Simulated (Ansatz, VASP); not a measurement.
Two plane-wave programs on MnO2

File INCAR:

```
  PREC = Accurate
  ENCUT = 520
  EDIFF = 1E-7
  ISMEAR = -1
  SIGMA = 0.05
  LREAL = F
  LASPH = T
  NELM = 100
  ALGO = Normal
  ISIF = 2
  LWAVE = F
  LCHARG = F
  ISPIN = 2
  MAGMOM = 4 0 0
  LORBIT = 11
  LMAXMIX = 4
  GGA = PE
  NBANDS = 24
```

The input KPOINTS:

```
regular mesh
0
Gamma
  11 11 6
```

The input POSCAR:

```
MnO2
1.0
    2.8941690462      0.0000000000      0.0000000000
   -1.4470845231      2.5064239170      0.0000000000
    0.0000000000      0.0000000000      4.6619253983
Mn O
1 2
Direct
    0.0000000000      0.0000000000      0.5000000000
    0.3333333333      0.6666666667      0.7062925700
    0.6666666667      0.3333333333      0.2937074300
```

input.yaml

```yaml
crystal:
  lattice:
    - [2.8941690462, 0.0, 0.0]
    - [-1.4470845231, 2.506423917, 0.0]
    - [0.0, 0.0, 4.6619253983]
  atoms:
    - { symbol: Mn, position: [0.0, 0.0, 0.5], spin: 4.0 }
    - { symbol: O, position: [0.3333333333, 0.6666666667, 0.70629257] }
    - { symbol: O, position: [0.6666666667, 0.3333333333, 0.29370743] }
hamiltonian:
  xc: pbe
  pseudopotentials: { kind: paw }
magnetization:
  spin_polarized: true
kpoints:
  mp_grid: { grid: [11, 11, 6] }
scf:
  occupations: { method: fermi_dirac, width: 0.05 }
output:
  forces: true
  stress: true
  eigenvalues: true
```

Change from the starting cell: volume scaled by 1.04.

Alike in both runs: task single point; functional PBE; k mesh 11 × 11 × 6; occupations fermi-dirac, width 0.05 eV; collinear spin, ferromagnetic start.

```csv
,VASP,Ansatz
version,VASP 6.6.1,Ansatz 0.2.0
potentials or method,"VASP PAW PBE potentials, release 64 (Mn_pv, O)",Ansatz PAW
plane-wave cutoff (eV),520,420
valence electrons in the cell,25,27
```

|  | VASP | Ansatz | Ansatz less VASP |
| --- | --- | --- | --- |
| gap on the k mesh at the Fermi level (eV) | 0.95 | 0.98 | +0.036 |
| least direct gap on the mesh (eV) | 1.02 | 1.05 | +0.036 |
| pressure (GPa) | -1.8 | -2.7 | -0.93 |
| largest component of the traceless stress (GPa) | 1.31 | 1.69 | +0.383 |
| rms of the force components (eV/Å) | 0.110 | 0.149 | +0.0393 |
| net moment per atom (μB) | 1.00 | 1.00 | 0.000 |
| size of the moment on the site where the two differ most (μB) | 2.87 | 2.54 | -0.333 |

Site moments also hang on the region over which each program counts them. Atom by atom the forces differ by 0.039 eV/Å (rms over components). The two sets of potentials don't hold the same shells in valence.

Caveats: a cell with one magnetic atom can't hold antiferromagnetic order, which such compounds often take; an odd mesh through Γ misses points on the zone boundary, where band edges often lie (VASP); odd divisions of the mesh miss points on the zone boundary, where band edges often lie, so the gap on the mesh can be too wide (Ansatz); the pressure holds a Pulay correction of +0.7 GPa for the finite cutoff (Ansatz).
